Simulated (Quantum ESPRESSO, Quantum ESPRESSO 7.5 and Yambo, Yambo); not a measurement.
# A GW chain in Yambo: ZnSe (Stilleite)

Aim: the G0W0 gap of ZnSe (Stilleite) on PBE, step by step.

Main program and level: Quantum ESPRESSO 7.5 and Yambo 5.3.0; PBE and many-body steps on it, plane waves.

**Experimental background.**

- Gap 2.695 ± 0.003 eV: excitonic gap from free-exciton PL, not corrected for exciton binding; photoluminescence; 300 K; bulk crystal (Bridgman-grown crystal, polished and etched) (“Alloy Disordering Effects on the Thermal Conductivity and Energy Gap Temperature Dependence of Cd1−xZnxSe Ternary Crystals Grown by the Bridgman Method”, 2023, pmc:10253836).

### Step 1. Set-up

The structure is cubic, space group F-43m (No. 216). The conventional cell has a = 5.668 Å, b = 5.668 Å, c = 5.668 Å, α = 90.00°, β = 90.00°, γ = 90.00°. Zn has 4 Se at 2.45 Å nearest. Nearest to Se lie 4 Zn at 2.45 Å. Farther neighbours and most contacts between anions are not listed.

The cell and positions come from the Crystallography Open Database and are kept as given unless a step says otherwise.

### Step 2. Ground state

This step: Quantum ESPRESSO 7.5; DFT, PBE, plane waves, norm-conserving pseudopotentials.

The ground-state density comes first.

pw.in

```
&control
  calculation = 'scf'
  prefix = 'x'
  outdir = 'o'
  pseudo_dir = 'pseudo'
/
&system
  ibrav = 0
  nat = 2
  ntyp = 2
  ecutwfc = 104.0
  nbnd = 27
  force_symmorphic = .true.
/
&electrons
  conv_thr = 1e-10
  electron_maxstep = 80
  mixing_beta = 0.5
/
ATOMIC_SPECIES
  Zn 65.38 Zn.upf
  Se 78.971 Se.upf
CELL_PARAMETERS angstrom
  -0.0000000000 2.8338000000 2.8338000000
  2.8338000000 -0.0000000000 2.8338000000
  2.8338000000 2.8338000000 0.0000000000
ATOMIC_POSITIONS crystal
  Zn 0.0000000000 0.0000000000 0.0000000000
  Se 0.2500000000 0.2500000000 0.2500000000
K_POINTS automatic
  6 6 6 0 0 0
```

Started as:

```
$ OMP_NUM_THREADS=1 mpirun -n 8 pw.x -nk 8 -in pw.in > pw.out
```

Log:

```text
Program PWSCF v.7.5 starts

     This program is part of the open-source Quantum ESPRESSO suite
     for quantum simulation of materials; please cite
         "P. Giannozzi et al., J. Phys.:Condens. Matter 21 395502 (2009);
         "P. Giannozzi et al., J. Phys.:Condens. Matter 29 465901 (2017);
         "P. Giannozzi et al., J. Chem. Phys. 152 154105 (2020);
     in publications or presentations arising from this work. More details at
     Message from routine setup:
     using ibrav=0 with symmetry is DISCOURAGED, use correct ibrav instead

     G-vector sticks info

     bravais-lattice index     =            0
     lattice parameter (alat)  =       7.5733  a.u.
     unit-cell volume          =     307.1384 (a.u.)^3
     number of atoms/cell      =            2
     number of atomic types    =            2
     number of electrons       =        44.00
     number of Kohn-Sham states=           27
     kinetic-energy cutoff     =     104.0000  Ry
     charge density cutoff     =     416.0000  Ry
     scf convergence threshold =      1.0E-10
     mixing beta               =       0.5000
     number of iterations used =            8  plain     mixing
     Exchange-correlation= PBE
                           (   1   4   3   4   0   0   0)

     celldm(1)=   7.573263  celldm(2)=   0.000000  celldm(3)=   0.000000
     celldm(4)=   0.000000  celldm(5)=   0.000000  celldm(6)=   0.000000

     crystal axes: (cart. coord. in units of alat)
               a(1) = (  -0.000000   0.707107   0.707107 )
               a(2) = (   0.707107  -0.000000   0.707107 )
               a(3) = (   0.707107   0.707107   0.000000 )

     reciprocal axes: (cart. coord. in units 2 pi/alat)
               b(1) = ( -0.707107  0.707107  0.707107 )
               b(2) = (  0.707107 -0.707107  0.707107 )
               b(3) = (  0.707107  0.707107 -0.707107 )
     Pseudo is Norm-conserving + core correction, Zval = 20.0
     Generated using ONCVPSP code by D. R. Hamann
     Using radial grid of 1326 points,  6 beta functions with:
     Pseudo is Norm-conserving + core correction, Zval = 24.0
     Generated using ONCVPSP code by D. R. Hamann
     Using radial grid of 1214 points,  6 beta functions with:
     Zn               20.00    65.38000     Zn( 1.00)
     Se               24.00    78.97100     Se( 1.00)

     24 Sym. Ops. (no inversion) found

   Cartesian axes

     site n.     atom                  positions (alat units)
         1        Zn     tau(   1) = (   0.0000000   0.0000000   0.0000000  )
         2        Se     tau(   2) = (   0.3535534   0.3535534   0.3535534  )

     number of k points=    16
                       cart. coord. in units 2pi/alat
        k(    1) = (   0.0000000   0.0000000   0.0000000), wk =   0.0092593
        k(    2) = (   0.1178511   0.1178511  -0.1178511), wk =   0.0740741
        k(    3) = (   0.2357023   0.2357023  -0.2357023), wk =   0.0740741
        k(    4) = (  -0.3535534  -0.3535534   0.3535534), wk =   0.0370370
        k(    5) = (   0.2357023   0.0000000  -0.0000000), wk =   0.0555556
        k(    6) = (   0.3535534   0.1178511  -0.1178511), wk =   0.2222222
        k(    7) = (  -0.2357023  -0.4714045   0.4714045), wk =   0.2222222
        k(    8) = (  -0.1178511  -0.3535534   0.3535534), wk =   0.2222222
        k(    9) = (   0.0000000  -0.2357023   0.2357023), wk =   0.1111111
        k(   10) = (   0.4714045   0.0000000  -0.0000000), wk =   0.0555556
     [... 4 further rows ...]
        k(   15) = (  -0.1178511  -0.3535534   0.5892557), wk =   0.2222222
        k(   16) = (  -0.7071068   0.2357023   0.0000000), wk =   0.1111111

     Dense  grid:    44039 G-vectors     FFT dimensions: (  50,  50,  50)

     Initial potential from superposition of free atoms

     starting charge      43.9998, renormalised to      44.0000
     Starting wfcs are   23 randomized atomic wfcs +    4 random wfcs

     per-process dynamical memory:    32.9 Mb

     Self-consistent Calculation

     iteration #  1     ecut=   104.00 Ry     beta= 0.50

     Threshold (ethr) on eigenvalues was too large:
     Diagonalizing with lowered threshold

     total energy              =   -1094.69458315 Ry
     estimated scf accuracy    <       0.06866874 Ry

     iteration #  2     ecut=   104.00 Ry     beta= 0.50

     total energy              =   -1094.71110296 Ry
     estimated scf accuracy    <       0.00758633 Ry

     iteration #  3     ecut=   104.00 Ry     beta= 0.50

     total energy              =   -1094.71208362 Ry
     estimated scf accuracy    <       0.00096084 Ry

     iteration #  4     ecut=   104.00 Ry     beta= 0.50

     total energy              =   -1094.71214413 Ry
     estimated scf accuracy    <       0.00004366 Ry

     iteration #  5     ecut=   104.00 Ry     beta= 0.50

     total energy              =   -1094.71215037 Ry
     estimated scf accuracy    <       0.00000277 Ry

     iteration #  6     ecut=   104.00 Ry     beta= 0.50

     total energy              =   -1094.71215092 Ry
     estimated scf accuracy    <       0.00000008 Ry

     iteration #  7     ecut=   104.00 Ry     beta= 0.50

     total energy              =   -1094.71215094 Ry
     estimated scf accuracy    <          6.6E-09 Ry

     iteration #  8     ecut=   104.00 Ry     beta= 0.50

     total energy              =   -1094.71215094 Ry
     estimated scf accuracy    <          7.5E-10 Ry

     iteration #  9     ecut=   104.00 Ry     beta= 0.50

     total energy              =   -1094.71215094 Ry
     estimated scf accuracy    <          7.8E-10 Ry

     iteration # 10     ecut=   104.00 Ry     beta= 0.50

     End of self-consistent calculation

          k = 0.0000 0.0000 0.0000 (  5577 PWs)   bands (ev):

  -198.4430-137.9212-137.9212-137.9212-116.4660 -70.6256 -70.6256 -70.6256
   -38.0966 -38.0966 -38.0966 -38.0925 -38.0925  -4.4790   2.2368   2.2368
     2.2368   2.6049   2.6049   8.7791   8.7791   8.7791  10.0703  14.5929
    14.5929  14.5929  18.7189

          k = 0.1179 0.1179-0.1179 (  5510 PWs)   bands (ev):

  -198.4430-137.9212-137.9212-137.9212-116.4660 -70.6256 -70.6256 -70.6256
   -38.0966 -38.0965 -38.0965 -38.0924 -38.0924  -4.3047   2.2533   2.2634
     2.2634   2.6032   2.6032   6.8758   8.5270   8.5270  11.3325  14.6604
    14.9952  14.9952  19.2604

          k = 0.2357 0.2357-0.2357 (  5504 PWs)   bands (ev):

  -198.4430-137.9212-137.9212-137.9212-116.4660 -70.6257 -70.6256 -70.6256
   -38.0965 -38.0964 -38.0964 -38.0924 -38.0924  -3.9136   2.3079   2.3079
     2.4075   2.6115   2.6115   4.7258   8.1000   8.1000  11.4635  15.2671
    15.2671  16.3556  19.2138

          k =-0.3536-0.3536 0.3536 (  5480 PWs)   bands (ev):

     [... further k-points ...]

     highest occupied, lowest unoccupied level (ev):     8.7791   10.0703

!    total energy              =   -1094.71215094 Ry
     estimated scf accuracy    <          1.6E-12 Ry

     The total energy is the sum of the following terms:
     one-electron contribution =    -960.68639616 Ry
     hartree contribution      =     458.33134342 Ry
     xc contribution           =    -102.66706953 Ry
     ewald contribution        =    -489.69002867 Ry

     convergence has been achieved in  10 iterations

     XML data file, charge density, pseudopotentials, collected wavefunctions

=------------------------------------------------------------------------------=
   JOB DONE.
=------------------------------------------------------------------------------=
```

Wall time 8.1 s (8 MPI ranks of Arm Neoverse V2, shared host); peak memory 0.62 GiB.

This step gave:

* total energy: -14894.3176 eV
* gap: 1.291 eV
* k of the valence top: 0, 0, 0
* k of the conduction bottom: 0, 0, 0
* least direct gap: 1.291 eV

The gap is direct, at Γ.

### Step 3. Bands along the symmetry lines

Levels along a band path, at the cheap level, show where the edges lie and whether the meshes to come will hold them.

pw.in

```
&control
  calculation = 'bands'
  prefix = 'x'
  outdir = 'o'
  pseudo_dir = 'pseudo'
/
&system
  ibrav = 0
  nat = 2
  ntyp = 2
  ecutwfc = 104.0
  nbnd = 28
  force_symmorphic = .true.
/
&electrons
  conv_thr = 1e-9
  electron_maxstep = 80
  diago_full_acc = .true.
  diago_thr_init = 5e-6
/
ATOMIC_SPECIES
  Zn 65.38 Zn.upf
  Se 78.971 Se.upf
CELL_PARAMETERS angstrom
  -0.0000000000 2.8338000000 2.8338000000
  2.8338000000 -0.0000000000 2.8338000000
  2.8338000000 2.8338000000 0.0000000000
ATOMIC_POSITIONS crystal
  Zn 0.0000000000 0.0000000000 0.0000000000
  Se 0.2500000000 0.2500000000 0.2500000000
K_POINTS crystal
  50
  0.00000000 0.00000000 0.00000000 1
  -0.06250000 -0.06250000 0.00000000 1
  -0.12500000 -0.12500000 0.00000000 1
  -0.18750000 -0.18750000 0.00000000 1
  -0.25000000 -0.25000000 0.00000000 1
  -0.31250000 -0.31250000 0.00000000 1
  -0.37500000 -0.37500000 0.00000000 1
  -0.43750000 -0.43750000 0.00000000 1
  -0.50000000 -0.50000000 0.00000000 1
  -0.48437500 -0.48437500 0.03125000 1
  -0.46875000 -0.46875000 0.06250000 1
  -0.45312500 -0.45312500 0.09375000 1
  -0.43750000 -0.43750000 0.12500000 1
  -0.42187500 -0.42187500 0.15625000 1
  -0.40625000 -0.40625000 0.18750000 1
  -0.39062500 -0.39062500 0.21875000 1
  -0.37500000 -0.37500000 0.25000000 1
  -0.37500000 0.00000000 0.37500000 1
  -0.32812500 0.00000000 0.32812500 1
  -0.28125000 0.00000000 0.28125000 1
  -0.23437500 0.00000000 0.23437500 1
  -0.18750000 0.00000000 0.18750000 1
  -0.14062500 0.00000000 0.14062500 1
  -0.09375000 0.00000000 0.09375000 1
  -0.04687500 0.00000000 0.04687500 1
  0.00000000 0.00000000 0.00000000 1
  0.00000000 0.00000000 0.06250000 1
  0.00000000 0.00000000 0.12500000 1
  0.00000000 0.00000000 0.18750000 1
  0.00000000 0.00000000 0.25000000 1
  0.00000000 0.00000000 0.31250000 1
  0.00000000 0.00000000 0.37500000 1
  0.00000000 0.00000000 0.43750000 1
  0.00000000 0.00000000 0.50000000 1
  -0.06250000 -0.03125000 0.46875000 1
  -0.12500000 -0.06250000 0.43750000 1
  -0.18750000 -0.09375000 0.40625000 1
  -0.25000000 -0.12500000 0.37500000 1
  -0.31250000 -0.15625000 0.34375000 1
  -0.37500000 -0.18750000 0.31250000 1
  -0.43750000 -0.21875000 0.28125000 1
  -0.50000000 -0.25000000 0.25000000 1
  -0.50000000 -0.28125000 0.21875000 1
  -0.50000000 -0.31250000 0.18750000 1
  -0.50000000 -0.34375000 0.15625000 1
  -0.50000000 -0.37500000 0.12500000 1
  -0.50000000 -0.40625000 0.09375000 1
  -0.50000000 -0.43750000 0.06250000 1
  -0.50000000 -0.46875000 0.03125000 1
  -0.50000000 -0.50000000 0.00000000 1
```

Log:

```text
[banner, memory and clock lines left out]
Program PWSCF v.7.5 starts

     Atomic positions and unit cell read from directory:
     o/x.save/

     Message from routine setup:
     using ibrav=0 with symmetry is DISCOURAGED, use correct ibrav instead

     G-vector sticks info

     bravais-lattice index     =            0
     lattice parameter (alat)  =       7.5733  a.u.
     unit-cell volume          =     307.1384 (a.u.)^3
     number of atoms/cell      =            2
     number of atomic types    =            2
     number of electrons       =        44.00
     number of Kohn-Sham states=           28
     kinetic-energy cutoff     =     104.0000  Ry
     charge density cutoff     =     416.0000  Ry
     Exchange-correlation= PBE
                           (   1   4   3   4   0   0   0)

     celldm(1)=   7.573263  celldm(2)=   0.000000  celldm(3)=   0.000000
     celldm(4)=   0.000000  celldm(5)=   0.000000  celldm(6)=   0.000000

     crystal axes: (cart. coord. in units of alat)
               a(1) = (  -0.000000   0.707107   0.707107 )
               a(2) = (   0.707107  -0.000000   0.707107 )
               a(3) = (   0.707107   0.707107   0.000000 )

     reciprocal axes: (cart. coord. in units 2 pi/alat)
               b(1) = ( -0.707107  0.707107  0.707107 )
               b(2) = (  0.707107 -0.707107  0.707107 )
               b(3) = (  0.707107  0.707107 -0.707107 )
     Pseudo is Norm-conserving + core correction, Zval = 20.0
     Generated using ONCVPSP code by D. R. Hamann
     Using radial grid of 1326 points,  6 beta functions with:
     Pseudo is Norm-conserving + core correction, Zval = 24.0
     Generated using ONCVPSP code by D. R. Hamann
     Using radial grid of 1214 points,  6 beta functions with:
     Zn               20.00    65.38000     Zn( 1.00)
     Se               24.00    78.97100     Se( 1.00)

     24 Sym. Ops. (no inversion) found

   Cartesian axes

     site n.     atom                  positions (alat units)
         1        Zn     tau(   1) = (   0.0000000   0.0000000   0.0000000  )
         2        Se     tau(   2) = (   0.3535534   0.3535534   0.3535534  )

     number of k points=    50
                       cart. coord. in units 2pi/alat
        k(    1) = (   0.0000000   0.0000000   0.0000000), wk =   0.0400000
        k(    2) = (   0.0000000   0.0000000  -0.0883883), wk =   0.0400000
        k(    3) = (   0.0000000   0.0000000  -0.1767767), wk =   0.0400000
[...]
[... 38 further rows ...]
        k(   49) = (   0.0441942  -0.0000000  -0.7071068), wk =   0.0400000
        k(   50) = (   0.0000000   0.0000000  -0.7071068), wk =   0.0400000

     Dense  grid:    44039 G-vectors     FFT dimensions: (  50,  50,  50)

     The potential is recalculated from file :
     o/x.save/charge-density

     Starting wfcs are   23 randomized atomic wfcs +    5 random wfcs

     Band Structure Calculation

     End of band structure calculation

          k = 0.0000 0.0000 0.0000 (  5577 PWs)   bands (ev):

  -198.4430-137.9212-137.9212-137.9212-116.4660 -70.6256 -70.6256 -70.6256
   -38.0966 -38.0966 -38.0966 -38.0925 -38.0925  -4.4790   2.2368   2.2368
     2.2368   2.6048   2.6048   8.7791   8.7791   8.7791  10.0703  14.5929
    14.5929  14.5929  18.7189  20.2713

          k = 0.0000 0.0000-0.0884 (  5533 PWs)   bands (ev):

  -198.4430-137.9212-137.9212-137.9212-116.4660 -70.6257 -70.6256 -70.6256
   -38.0966 -38.0965 -38.0965 -38.0925 -38.0924  -4.4446   2.2344   2.2444
[...]
14.7705  14.7705  19.0507  19.4940

          k = 0.0000 0.0000-0.1768 (  5513 PWs)   bands (ev):

  -198.4430-137.9212-137.9212-137.9212-116.4660 -70.6257 -70.6257 -70.6257
[...]
15.2587  15.2587  18.2447  20.0328

          k =-0.0000 0.0000-0.2652 (  5525 PWs)   bands (ev):

[...]
k = 0.0000 0.0000-0.3536 (  5457 PWs)   bands (ev):

[...]
k = 0.0000-0.0000-0.4419 (  5498 PWs)   bands (ev):

[...]
k =-0.0000 0.0000-0.5303 (  5514 PWs)   bands (ev):

[...]
k = 0.0000-0.0000-0.6187 (  5514 PWs)   bands (ev):

[...]
k = 0.5303-0.0000-0.5303 (  5486 PWs)   bands (ev):

[...]
k = 0.0000 0.0000 0.0000 (  5577 PWs)   bands (ev):

[...]
k = 0.1326 0.0000-0.7071 (  5496 PWs)   bands (ev):

[...]
k = 0.0884-0.0000-0.7071 (  5482 PWs)   bands (ev):

[...]
k = 0.0442-0.0000-0.7071 (  5482 PWs)   bands (ev):

  -198.4430-137.9212-137.9212-137.9212-116.4660 -70.6257 -70.6257 -70.6257
[...]
19.3693  19.8449  20.0979  22.7171

          k = 0.0000 0.0000-0.7071 (  5514 PWs)   bands (ev):

  -198.4430-137.9212-137.9212-137.9212-116.4660 -70.6257 -70.6257 -70.6257
   -38.0967 -38.0962 -38.0962 -38.0925 -38.0923  -3.4224   2.2680   2.4896
     2.4896   2.6531   2.7852   4.0297   6.5968   6.5968  11.7736  12.2469
    19.5147  20.0353  20.0353  22.7657

     XML data file, pseudopotentials, collected wavefunctions
```

Run time: 5.5 s. Hardware: 8 MPI ranks; peak memory 0.55 GiB; 40 s of CPU time.

This step gave:

```yaml
gap: 1.291 eV
k_of_the_valence_top: 0, 0, 0
k_of_the_conduction_bottom: 0, 0, 0
least_direct_gap: 1.291 eV
```

The gap is 1.291 eV, as in the run before at this level.

The electronic bands at the labelled points (eV, zero at the top of the highest filled band):

| point | band 19 | band 20 | band 21 | band 22 | band 23 | band 24 | band 25 | band 26 |
| --- | --- | --- | --- | --- | --- | --- | --- | --- |
| Γ | -6.17 | 0.00 | 0.00 | 0.00 | 1.29 | 5.81 | 5.81 | 5.81 |
| halfway | -6.15 | -2.88 | -1.25 | -1.25 | 3.93 | 4.04 | 8.04 | 8.04 |
| X | -5.99 | -4.75 | -2.18 | -2.18 | 2.99 | 3.47 | 10.74 | 11.26 |
| halfway | -5.96 | -4.74 | -2.56 | -2.08 | 3.26 | 4.06 | 9.97 | 10.51 |
| U | -5.91 | -4.71 | -3.08 | -1.79 | 3.59 | 5.60 | 9.05 | 9.28 |
| jump to K | -5.91 | -4.71 | -3.08 | -1.79 | 3.59 | 5.60 | 9.05 | 9.28 |
| halfway | -6.15 | -3.33 | -1.73 | -0.49 | 3.79 | 5.97 | 6.67 | 6.69 |
| Γ | -6.17 | 0.00 | 0.00 | 0.00 | 1.29 | 5.81 | 5.81 | 5.81 |
| halfway | -6.17 | -3.04 | -0.48 | -0.48 | 2.75 | 6.45 | 6.45 | 6.57 |
| L | -6.01 | -5.22 | -0.87 | -0.87 | 2.55 | 6.39 | 6.39 | 8.58 |
| halfway | -5.96 | -4.89 | -2.40 | -1.46 | 4.23 | 5.56 | 7.42 | 8.68 |
| W | -5.87 | -4.68 | -2.76 | -2.66 | 5.49 | 5.56 | 6.97 | 7.72 |
| halfway | -5.93 | -4.72 | -2.48 | -2.43 | 3.88 | 4.29 | 9.22 | 9.31 |
| X | -5.99 | -4.75 | -2.18 | -2.18 | 2.99 | 3.47 | 10.74 | 11.26 |

(Continued in part 2 of 3.)

[Paths, hosts, dates, memory and timing lines, banners, echoed tables and standing remarks are left out of the program output.]

[Logs are printed without paths, hosts, clocks, repeated set-up lines and the standing remarks that a program may print on its own settings, such as how far it seeks lower states.]

[Runs of the session that timed out or met a known fault of the program may be left out.]

[Hosts, paths, dates, database ids (printed as entryN), source tags and the programs' standing remarks are cut or masked in the printed files.]
